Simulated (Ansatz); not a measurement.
# SnSe (Fm-3m) in Ansatz: settings compared

One crystal, SnSe, is run at these levels: PBE, PBEsol; tasks: elastic constants, Born charges, phonons.

Everything below comes from runs of Ansatz 0.2.0. Logs are shortened: lines on timing, memory, paths and dates and some standing lists are left out, and cuts for length are marked.

**1. The structure**

It takes space group Fm-3m (No. 225, cubic). The conventional cell has a = 6.020 Å, b = 6.020 Å, c = 6.020 Å, α = 90.00°, β = 90.00°, γ = 90.00°. Sn (site symmetry m-3m) is surrounded by 6 Se at 3.01 Å. Se (site symmetry m-3m) is surrounded by 6 Sn at 3.01 Å.

Measurements of this composition are mostly on another form, of space group No. 62.

**2. Elastic constants, PBE**

The input, input.yaml:

```yaml
crystal:
  lattice:
    - [0.0, 3.01, 3.01]
    - [3.01, 0.0, 3.01]
    - [3.01, 3.01, 0.0]
  atoms:
    - { symbol: Sn, position: [0.0, 0.0, 0.0] }
    - { symbol: Se, position: [0.5, 0.5, 0.5] }
hamiltonian:
  xc: pbe
  pseudopotentials: { kind: paw }
kpoints:
  mp_grid: { grid: [6, 6, 6] }
scf:
  occupations: { method: fixed }
output:
  forces: true
  stress: true
elastic:
  mode: relaxed_ion
  stencil: two_point
```

Potentials or basis: Ansatz PAW.

On the command line:

```
> ansatz run input.yaml --threads 2 --pin off --max-ram 5632MiB --backend cpu --events-out ev --progress --plain --runs-dir out
```

Standard output:

```text
Warning: RAYON_NUM_THREADS=2 ignored (pool sized by the plan → 2); use --threads N
Engine: ansatz 0.2.0, x86_64-unknown-linux-gnu
Pseudopotentials: kind: paw
Pseudopotential: Sn, paw, valence charge 14, recommended cutoff 420 eV (normal), Sn.paw.azcp
Pseudopotential: Se, paw, valence charge 16, recommended cutoff 420 eV (normal), Se.paw.azcp
Functional definition: PBE
  parameter kappa = 0.804
  parameter beta = 0.06672455060314922
  exchange = pbe_x(kappa = kappa, mu = beta*pi^2/3)
  correlation = pbe_c(beta = beta)
Crystal: 2 atoms, lattice volume = 54.542 Å³
Basis set: ecut = 420 eV, 1067 PW (Γ), exchange–correlation on 60×60×60 points (8 copies of the dense FFT grid, shifted against one another)
Bands: 19, of which v1, the nominal top of the filled ones, is band 15 counted from 1 (14 counted from 0)
Symmetry: 48 space group operations
Space group: Fm-3m (ITA 225), of the structure as read, at distance tolerance 3.8e-5 Å
k-points: 16 of 216
Non-local potential: Sn, projectors of the file, l = 0: 2, l = 1: 2, l = 2: 2, l = 3: 2
Non-local potential: Se, projectors of the file, l = 0: 2, l = 1: 2, l = 2: 3, l = 3: 1
PAW form: soft (Blöchl's): semilocal exchange-correlation on the pseudo side does not see the compensation charge
PAW one-centre angular grid: Sn, 590 points (default); XC on 64 Gauss nodes
PAW one-centre angular grid: Se, 590 points (default); XC on 64 Gauss nodes
Initial density: superposition of atomic densities (neutral atoms: chi_scale 0, normalization atom), corrected by the library's trained network
Initial wavefunctions: pseudopotential atomic-orbital guess
Functional: x = pbe(κ = 0.804, μ = 0.2195149727645171), c = pbe(β = 0.06672455060314922)
SCF iter   1: F=—  HF=-11494.178858 eV  |F-HF|=—  |Δ(HF+E_count)|=         —  Δρ=7.17e-4  dr2=3.15e-4  ethr=1.77e-3  ⟨swp⟩=4.9  Hψ=1254  notcnv=0  defer=22
preconditioner: auto → none  [insulator: Δε(μ)=0.582 eV  Ē_g=17.410 eV  n_scr=14 (ndim 8)  ℏωp=22.5 eV  f_vac=0.016  ε∞_Penn≈2.7]
SCF iter   2: F=—  HF=-11494.177990 eV  |F-HF|=—  |Δ(HF+E_count)|=   8.67e-4  Δρ=3.15e-4  dr2=6.09e-5  ethr=1.05e-6  ⟨swp⟩=2.2  Hψ=715  notcnv=0  defer=26
SCF iter   3: F=—  HF=-11494.177991 eV  |F-HF|=—  |Δ(HF+E_count)|=   7.93e-7  Δρ=1.53e-4  dr2=8.33e-6  ethr=2.03e-7  ⟨swp⟩=2.1  Hψ=461  notcnv=0  defer=25
SCF iter   4: F=—  HF=-11494.178006 eV  |F-HF|=—  |Δ(HF+E_count)|=   1.50e-5  Δρ=5.91e-5  dr2=8.55e-7  ethr=2.78e-8  ⟨swp⟩=3.0  Hψ=544  notcnv=0  defer=7
SCF iter   5: F=—  HF=-11494.178009 eV  |F-HF|=—  |Δ(HF+E_count)|=   2.79e-6  Δρ=2.33e-5  dr2=3.09e-7  ethr=2.85e-9  ⟨swp⟩=2.0  Hψ=544  notcnv=0
SCF iter   6: F=—  HF=-11494.178009 eV  |F-HF|=—  |Δ(HF+E_count)|=   1.78e-7  Δρ=4.80e-6  dr2=1.03e-8  ethr=1.03e-9  ⟨swp⟩=2.0  Hψ=384  notcnv=0
[... 51 lines left out ...]
SCF iter   5: F=-11494.177992 eV  HF=-11494.177992 eV  |F-HF|=0.00e0  |Δ(HF+E_count)|=    0.00e0  Δρ=7.53e-9  dr2=6.40e-14  ethr=1.00e-12  ⟨swp⟩=4.7  Hψ=3022  notcnv=0
SCF 5 converged in 5 iterations: F = -11494.177992 eV  dr2 = 6.40e-14
SCF converged after 10 iterations
Free energy (F): -11494.178009 eV
Harris-Foulkes:  -11494.178009 eV  (|F-HF|=1.82e-12)
Internal energy: -11494.178009 eV  (E = F + TS)
E sigma→0 (E₀):  -11494.178009 eV
Fermi energy:    9.069754 eV
--- Per-component energies (eV) ---
  E_band       = -476.912818
  E_kinetic    = 303.010238
  E_local      = -3323.392335  (includes V_loc(G=0)·N_el)
  E_nonlocal   = -628.477344
  E_hartree    = 1748.702280
  E_xc         = -487.502982
  E_vxc        = -194.730324  (∫ρ·V_xc dr)
  E_paw        = -6044.131306  (= ΣΔE_a)
  E_vpaw       = -130.727041  (= ΣTr[D̂ρ^β])
  E_aug_tail   = -0.000574  (compensation charges beyond the density's cutoff)
  E_ewald      = -3062.385987
  E_smearing   = -0.000000  (= −TS)
  E_closure    = 0.000000  (closes the sum)
  Σ components = -11494.178009   (vs F -11494.178009, Δ=0.00e0)
--- Forces (eV/Å), atoms counted from 1 ---
  atom   1  Sn    -0.00000000     0.00000000    -0.00000000
  atom   2  Se     0.00000000    -0.00000000    -0.00000000
  max |Σ_I F_I| component: 1.91e-30 eV/Å
--- Stress (GPa, compression-positive) ---
        0.604137       0.000000      -0.000000
        0.000000       0.604137      -0.000000
       -0.000000       0.000000       0.604137
  P = ⅓ Tr σ = 0.6041 GPa (6.041 kbar)
--- Band table (eV; the first three rows and the last of 16) ---
  k-point 0: bands = ["-38.6251", "-38.6251", "-38.6234", "-38.6234", "-38.6234", "-12.5383", "-12.5383", "-12.5383", "-12.5362", "-12.5362", "-4.8060", "4.0030", "6.8753", "6.8753", "6.8753", "13.3931", "13.3931", "13.3931", "14.9457"]
  k-point 1: bands = ["-38.6251", "-38.6251", "-38.6234", "-38.6234", "-38.6234", "-12.5387", "-12.5387", "-12.5376", "-12.5345", "-12.5345", "-4.6163", "3.0772", "6.9112", "6.9112", "7.5895", "12.0757", "12.2745", "12.2745", "14.9587"]
  k-point 2: bands = ["-38.6251", "-38.6251", "-38.6234", "-38.6234", "-38.6234", "-12.5427", "-12.5427", "-12.5364", "-12.5282", "-12.5282", "-4.1633", "1.6781", "7.0276", "7.0276", "8.5065", "10.4986", "10.8919", "10.8919", "15.8338"]
  k-point 15: bands = ["-38.6251", "-38.6250", "-38.6234", "-38.6233", "-38.6233", "-12.5583", "-12.5389", "-12.5331", "-12.5269", "-12.5208", "-3.5825", "2.3362", "3.9619", "4.8440", "7.3096", "11.7071", "13.0840", "14.4514", "15.1839"]
--- Elastic constants: 2 strain directions × 2 members + reference (group order 48) ---
  dense FFT box of the reference and of every strained cell: 30×30×30
  strains applied: 11, 23; error gains: componentwise 1.00 (the most a stress slope's error grows in a printed constant), spectral 1.73 (1 for all six strains in a standard setting)
  C = ∂σ_k/∂η_j (tension-positive GPa; Voigt order 11 22 33 23 13 12):
       131.051     12.135     12.135      0.000      0.000      0.000
        12.135    131.051     12.135      0.000      0.000      0.000
        12.135     12.135    131.051      0.000     -0.000      0.000
        -0.000      0.000      0.000     17.861      0.000      0.000
         0.000     -0.000     -0.000     -0.000     17.861      0.000
        -0.000      0.000     -0.000      0.000     -0.000     17.861
  reference stress σ⁰ (GPa):     -0.604     -0.604     -0.604      0.000      0.000     -0.000
  C* (energy form; C + prestress term) asymmetry max|C*_kj − C*_jk| = 7.105e-15 GPa — a small one proves nothing (zero by symmetry where the batch's group is 432, −43m or m−3m); a large one is finite-difference/SCF noise where every solve meets its electron count
  moduli (Voigt/Reuss/Hill, GPa): K = 51.77/51.77/51.77   G = 34.50/24.80/29.65   E = 74.69   ν = 0.260
  mechanically stable: yes (min eigenvalue of sym C = 17.86 GPa)
  strain η (Voigt 11):  stress-route row diagonal C_11 = 131.05 GPa, energy-path curvature d²(F+E_count+ΔE)/dδ²/Ω₀ = 130.71 GPa
         δ    σ_11 (GPa)             F (eV)   n_scf  n_hpsi   n_pw
    -2.000e-3      -0.8696      -11494.1775064       8   10647   1078   relax 0 steps, max|allowed force component| 2.25e-29 eV/Å
     2.000e-3      -0.3454      -11494.1783241       8   10161   1090   relax 0 steps, max|allowed force component| 3.75e-30 eV/Å
  strain η (Voigt 23):  stress-route row diagonal C_44 = 17.86 GPa, energy-path curvature d²(F+E_count+ΔE)/dδ²/Ω₀ = 18.16 GPa
         δ    σ_23 (GPa)             F (eV)   n_scf  n_hpsi   n_pw
    -2.000e-3      -0.0357      -11494.1779920       7   15083   1090   relax 0 steps, max|allowed force component| 1.97e-29 eV/Å
     2.000e-3       0.0357      -11494.1779920       5   12371   1090   relax 0 steps, max|allowed force component| 5.36e-29 eV/Å
```

elastic.tsv:

```text
# convention: tension-positive GPa; Voigt order 11 22 33 23 13 12; engineering shear strains; stresses and constants hold the Pulay correction, whose part of sigma0, of c and of each member's stress the lines and columns named pulay_correction_..._gpa give (of c_energy it is that of c and, on the columns of strains 1 to 3, that of sigma0; of a layer's constants it is that of c in the plane, times a tenth of its plane spacing in ang); where a line pulay_correction_withheld stands none holds it
[... 15 lines left out ...]
6	-3.9443106782e-31	3.8456969130e-30	-2.3665827157e-30	3.9443045261e-31	-2.4442103674e-47	1.7861087270e1	-6.9483335492e-17	-6.9483335492e-17	-6.9483335492e-17	3.9443045261e-31	-2.4442103674e-47	1.7861087270e1	-2.5069879501e-32	2.4492104260e-32	1.9259299444e-34	7.7037197775e-34	2.3111159333e-33	-2.9203188334e-2
```

elastic_members.tsv:

```text
[... 11 lines left out ...]
3	2.0000000000e-3	-6.0409467401e-1	-6.0416240388e-1	-6.0416240388e-1	3.5722125732e-2	4.1690001295e-16	-3.4741667746e-16	-1.1494177992e4	-1.1494177992e4	5	12371	1090	0	5.3642541555e-29	0.0000000000e0	-2.2817243776e-2	-2.2823725101e-2	-2.2823725101e-2	-5.8406428200e-5	9.5420840366e-21	-1.0602315596e-20	-2.1357404625e-6	0.0000000000e0
```

Wall time 3.2 s (2 threads of Intel Xeon 6975P-C (Granite Rapids), shared host); peak memory 0.43 GiB.

Results:

| Quantity | Value |
| --- | --- |
| Free energy | -11494.1780 eV |
| Pressure | 0.6 GPa |
| Band gap on the k mesh | 0.58 eV, direct |
| Elastic constants C11, C12, C44 | 131, 12, 18 GPa |
| Voigt bulk modulus | 52 GPa |

Levels at points of the mesh, in eV from the valence-band top:
| k point | band 12 | band 13 | band 14 | band 15 | band 16 | band 17 | band 18 | band 19 |
| --- | --- | --- | --- | --- | --- | --- | --- | --- |
| (0.00, 0.00, 0.00) | -5.07 | -2.19 | -2.19 | -2.19 | 4.32 | 4.32 | 4.32 | 5.88 |
| (0.00, 0.00, -0.50) | -8.04 | -1.95 | -1.95 | 0.00 | 0.58 | 1.26 | 1.26 | 8.24 |
| (0.00, -0.50, -0.50) | -6.00 | -5.47 | -3.64 | -3.64 | 3.03 | 5.35 | 5.35 | 5.96 |

Elastic tensor in Voigt notation (GPa, in the Cartesian axes of the cell as first typed):
```
131  12  12   0   0   0
 12 131  12   0   0   0
 12  12 131   0   0   0
  0   0   0  18   0   0
  0   0   0   0  18   0
  0   0   0   0   0  18
```

Caveat: spin-orbit coupling is left out, which moves the levels of the heavy elements. A k mesh can miss the band edges.

**3. Born charges, PBE**

input.yaml, as its differences from that of step 2:

```diff
@@ -12,3 +12,3 @@
 kpoints:
-  mp_grid: { grid: [6, 6, 6] }
+  mp_grid: { grid: [8, 8, 8] }
 scf:
@@ -16,6 +16,4 @@
 output:
-  forces: true
-  stress: true
-elastic:
-  mode: relaxed_ion
-  stencil: two_point
+  eigenvalues: true
+dielectric:
+  method: response
```

Potentials or basis: Ansatz PAW.

On the command line:

```
> ansatz run input.yaml --threads 2 --pin off --max-ram 5632MiB --backend cpu --events-out ev --progress --plain --runs-dir out
```

Standard output:

```text
Warning: RAYON_NUM_THREADS=2 ignored (pool sized by the plan → 2); use --threads N
Engine: ansatz 0.2.0, x86_64-unknown-linux-gnu
Pseudopotentials: kind: paw
Pseudopotential: Sn, paw, valence charge 14, recommended cutoff 420 eV (normal), Sn.paw.azcp
Pseudopotential: Se, paw, valence charge 16, recommended cutoff 420 eV (normal), Se.paw.azcp
Functional definition: PBE
  parameter kappa = 0.804
  parameter beta = 0.06672455060314922
  exchange = pbe_x(kappa = kappa, mu = beta*pi^2/3)
  correlation = pbe_c(beta = beta)
Crystal: 2 atoms, lattice volume = 54.542 Å³
Basis set: ecut = 420 eV, 1067 PW (Γ), exchange–correlation on 60×60×60 points (8 copies of the dense FFT grid, shifted against one another)
Bands: 19, of which v1, the nominal top of the filled ones, is band 15 counted from 1 (14 counted from 0)
Symmetry: 48 space group operations
k-points: 59 of 512 (irreducible under 8 space group operations, time reversal used)
Non-local potential: Sn, projectors of the file, l = 0: 2, l = 1: 2, l = 2: 2, l = 3: 2
Non-local potential: Se, projectors of the file, l = 0: 2, l = 1: 2, l = 2: 3, l = 3: 1
PAW form: soft (Blöchl's): semilocal exchange-correlation on the pseudo side does not see the compensation charge
PAW one-centre angular grid: Sn, 590 points (default); XC on 64 Gauss nodes
PAW one-centre angular grid: Se, 590 points (default); XC on 64 Gauss nodes
Initial density: superposition of atomic densities (neutral atoms: chi_scale 0, normalization atom), corrected by the library's trained network
Initial wavefunctions: pseudopotential atomic-orbital guess
Functional: x = pbe(κ = 0.804, μ = 0.2195149727645171), c = pbe(β = 0.06672455060314922)
SCF iter   1: F=—  HF=-11494.162146 eV  |F-HF|=—  |Δ(HF+E_count)|=         —  Δρ=4.29e-4  dr2=4.44e-5  ethr=1.77e-3  ⟨swp⟩=4.9  Hψ=4640  notcnv=0  defer=88
preconditioner: auto → none  [insulator: Δε(μ)=0.582 eV  Ē_g=17.403 eV  n_scr=14 (ndim 8)  ℏωp=22.5 eV  f_vac=0.016  ε∞_Penn≈2.7]
SCF iter   2: F=—  HF=-11494.161407 eV  |F-HF|=—  |Δ(HF+E_count)|=   7.39e-4  Δρ=3.43e-4  dr2=4.04e-5  ethr=1.48e-7  ⟨swp⟩=3.0  Hψ=2681  notcnv=0  defer=107
SCF iter   3: F=—  HF=-11494.161410 eV  |F-HF|=—  |Δ(HF+E_count)|=   2.97e-6  Δρ=1.99e-4  dr2=1.10e-5  ethr=1.35e-7  ⟨swp⟩=2.8  Hψ=2310  notcnv=0  defer=66
SCF iter   4: F=—  HF=-11494.161430 eV  |F-HF|=—  |Δ(HF+E_count)|=   1.99e-5  Δρ=6.17e-5  dr2=1.22e-6  ethr=3.68e-8  ⟨swp⟩=2.0  Hψ=2006  notcnv=0  defer=11
SCF iter   5: F=—  HF=-11494.161433 eV  |F-HF|=—  |Δ(HF+E_count)|=   3.29e-6  Δρ=4.20e-5  dr2=9.29e-7  ethr=4.07e-9  ⟨swp⟩=2.0  Hψ=1416  notcnv=0
[... 20 lines left out ...]
SCF 1 converged in 5 iterations: F = -11494.150701 eV  dr2 = 1.73e-8
DFPT response loops at Γ: preconditioner auto → Resta (q_TF=auto, 2.470 Å⁻¹)  ε∞=21.1 (no band partly filled); β = 1.00, the filter's whole step (`scf.mixing.beta` (0.50) is not read by the response loops at its default; to damp them type it under 1.00, their step now; it binds the ground state too); Broyden in place of MSR1
WARN: field response: inside a basis, on 18×18×18 points, no mesh in reach settles it: take ε∞, Z* and everything formed from them with what they may err, as stated (eps_inf_uncertainty, zstar_uncertainty_e), and compare with field_mesh: kpoints on a denser kpoints.mp_grid
SCF converged after 9 iterations
Free energy (F): -11494.161432 eV
Harris-Foulkes:  -11494.161432 eV  (|F-HF|=1.46e-11)
Internal energy: -11494.161432 eV  (E = F + TS)
E sigma→0 (E₀):  -11494.161432 eV
Fermi energy:    9.076812 eV
--- Per-component energies (eV) ---
  E_band       = -476.401098
  E_kinetic    = 303.174309
  E_local      = -3323.928409  (includes V_loc(G=0)·N_el)
  E_nonlocal   = -628.539678
  E_hartree    = 1749.087295
  E_xc         = -487.618711
  E_vxc        = -194.863943  (∫ρ·V_xc dr)
  E_paw        = -6043.949678  (= ΣΔE_a)
  E_vpaw       = -130.417267  (= ΣTr[D̂ρ^β])
  E_aug_tail   = -0.000574  (compensation charges beyond the density's cutoff)
  E_ewald      = -3062.385987
  E_smearing   = -0.000000  (= −TS)
  E_closure    = 0.000000  (closes the sum)
  Σ components = -11494.161432   (vs F -11494.161432, Δ=0.00e0)
--- Band table (eV; the first three rows and the last of 59) ---
  k-point 0: bands = ["-38.5944", "-38.5944", "-38.5927", "-38.5927", "-38.5927", "-12.5311", "-12.5311", "-12.5311", "-12.5286", "-12.5286", "-4.7901", "4.0113", "6.8888", "6.8888", "6.8888", "13.3976", "13.3976", "13.3976", "14.9510"]
  k-point 1: bands = ["-38.5943", "-38.5943", "-38.5927", "-38.5927", "-38.5927", "-12.5307", "-12.5307", "-12.5307", "-12.5282", "-12.5282", "-4.6811", "3.4315", "6.9083", "6.9083", "7.3474", "12.5267", "12.6689", "12.6689", "14.9349"]
  k-point 2: bands = ["-38.5943", "-38.5943", "-38.5927", "-38.5927", "-38.5927", "-12.5332", "-12.5332", "-12.5298", "-12.5241", "-12.5241", "-4.3877", "2.3512", "6.9745", "6.9745", "8.0956", "11.2316", "11.5215", "11.5215", "15.2365"]
  k-point 58: bands = ["-38.5944", "-38.5943", "-38.5927", "-38.5927", "-38.5926", "-12.5480", "-12.5276", "-12.5258", "-12.5258", "-12.5136", "-3.5556", "2.1728", "4.3777", "4.3777", "8.2699", "10.5740", "13.8467", "13.8467", "16.3050"]
--- Dielectric response (ions clamped): 3 representative field directions + reference, inside a basis on a mesh of 5832 k-points (Σ response iterations 15) ---
  ε∞ (high-frequency dielectric tensor):
       78.804090    -0.000000     0.000000
       -0.000000    78.804090    -0.000000
        0.000000    -0.000000    78.804090
  Born effective charges Z* (e; rows j = field, columns β = displacement):
    site 0:
         5.88268   -0.00000   -0.00000
         0.00000    5.88268   -0.00000
        -0.00000    0.00000    5.88268
    site 1:
        -5.88268    0.00000    0.00000
        -0.00000   -5.88268    0.00000
         0.00000   -0.00000   -5.88268
  Z* charge neutrality: 2.079e-2 e pre-enforcement
  solved inside a basis spanned on kpoints, on 18×18×18 k-points, which do not settle them: ε∞ is read to err by 2.0e3, Z* by 1.5e2 e (field_mesh: kpoints solves on kpoints); Z* is corrected for what the basis lacks
```

It took 61 s on 2 threads of Intel Xeon 6975P-C (Granite Rapids), shared host; peak memory 1.9 GiB.

Results:

```yaml
Free_energy: -11494.1614 eV
Band_gap_on_the_k_mesh: 0.58 eV, direct
```

Caveat: spin-orbit coupling is left out, which moves the levels of the heavy elements.

(Part 1 of 2 ends here.)
